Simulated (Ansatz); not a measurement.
# Relaxing an invented CoO structure

Level of theory: Ansatz, DFT PBE, scalar-relativistic, plane waves, PAW. Cutoff 420 eV, Gaussian smearing, Γ-centred meshes. Cell and atoms relax first on a coarse mesh and then on a finer one. In between, the cell is made exact in the group found at 0.06 Å. In metals the finer mesh still leaves noise of several meV/atom or more. The steps can't lower the symmetry of their start. Collinear spin, starting moments Co 3.0 μB.

A trial structure of CoO was built thus: 4-connected net, two elements alternating (F-43m, No. 216). The dimensions are guesses.

```cif
data_structure
_symmetry_space_group_name_H-M 'P 1'
_symmetry_Int_Tables_number 1
_cell_length_a 2.9570
_cell_length_b 2.9570
_cell_length_c 2.9570
_cell_angle_alpha 60.000
_cell_angle_beta 60.000
_cell_angle_gamma 60.000
_cell_volume 18.28
loop_
_atom_site_label
_atom_site_type_symbol
_atom_site_fract_x
_atom_site_fract_y
_atom_site_fract_z
_atom_site_occupancy
Co1 Co 0.00000 0.00000 0.00000 1
O1 O 0.75000 0.75000 0.75000 1
```

Formation energies are uncorrected and refer to the elements' standard structures at the same level (O₂ as a molecule).

Task: Which structure results?

Result: The symmetry stays F-43m (No. 216). The end has the zinc blende type. The volume per atom grows by 24.6 %, from 9.1 to 11.4 Å³. The shortest distance goes from 1.81 Å (Co–O) to 1.95 Å (Co–O). The energy falls by about 0.20 eV/atom (the start's value is from the coarse mesh). Conventional cell: a = 4.500 Å. Co is surrounded by 4 O at 1.95 Å; around O lie 4 Co at 1.95 Å.

```xyz
2
Lattice="0.0000 2.2502 2.2502 2.2502 0.0000 2.2502 2.2502 2.2502 0.0000" Properties=species:S:1:pos:R:3 pbc="T T T"
Co    0.0000    0.0000    0.0000
O     3.3754    3.3754    3.3754
```

Task: How does it come out in energy, and is it a metal?

Result:

| Property | Result |
| --- | --- |
| Formation energy | −0.66 eV/atom |
| Gap on the 22×22×22 mesh of the 2-atom cell | 0 eV (a metal) |
| Net moment per atom | 1.38 μB |
| Moment by site | Co 2.2; O 0.3 μB |

It lies below the elements, which doesn't yet make it stable against other compounds or structures.

The last run used collinear spin and Gaussian smearing of 0.10 eV. In such compounds of Co a zero gap at this level may well be an artefact, since no Hubbard U is applied. Another magnetic order may lie lower. Symmetry constrained the relaxation, so the result can be a saddle point. Site moments count only spheres around the atoms; the net moment includes the space between them.
